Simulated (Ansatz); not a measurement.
**Bi: a prediction, then the measurements**

Theory: DFT PBE, scalar-relativistic, plane waves, PAW (Ansatz).

Cutoff 420 eV; k points 12×12×12 on the computed 2-atom cell (Γ-centred); Gaussian smearing, width 0.10 eV; no spin polarisation.

Relaxed structure, symmetry kept:

```
Bi
1.0
     2.29090    1.32265    4.05629
    -2.29090    1.32265    4.05629
     0.00000   -2.64531    4.05629
Bi
2
Direct
  0.23367 0.23367 0.23367
  0.76633 0.76633 0.76633
```

```json
{
  "Space group": "R-3m (No. 166)",
  "Volume per atom": "36.87 Å³",
  "Formation energy from the elements' standard states (uncorrected)": "-0.002 eV/atom",
  "Kohn–Sham band gap": "none (metal)",
  "Density of states at the Fermi level": "0.05 states/eV per cell (so small that it hangs on the mesh: a semimetal, or crossings between mesh points)",
  "Löwdin character within 0.5 eV of the Fermi level": "Bi 6p 89 %, Bi 6s 9 %",
  "Bulk modulus": "26.0 GPa",
  "Its pressure derivative": "8.4",
  "Bader charges (e)": "Bi (2 in the cell) 0.00"
}
```

Spin-orbit coupling is left out, which matters for the bands of heavy elements.

**The experiment to reproduce.**

“Structural properties of Bi thin film grown on Si (111) by quasi-van der Waals epitaxy”, 2022, pmc:8854617 quotes, for a bulk crystal of Bi at 300 K: lattice constant a 4.546 ± 0.0005 Å; lattice constant c 11.862 ± 0.001 Å.

A measured lattice constant a of Bi is 4.546 Å (300 K; quoted in the paper above); the calculated 4.582 Å misses it by +0.8 %. Measured lattice constant c of Bi: 11.862 Å (300 K; quoted in the paper above). This calculation gives 12.169 Å (+2.6 %). The calculation is for 0 K without zero-point motion.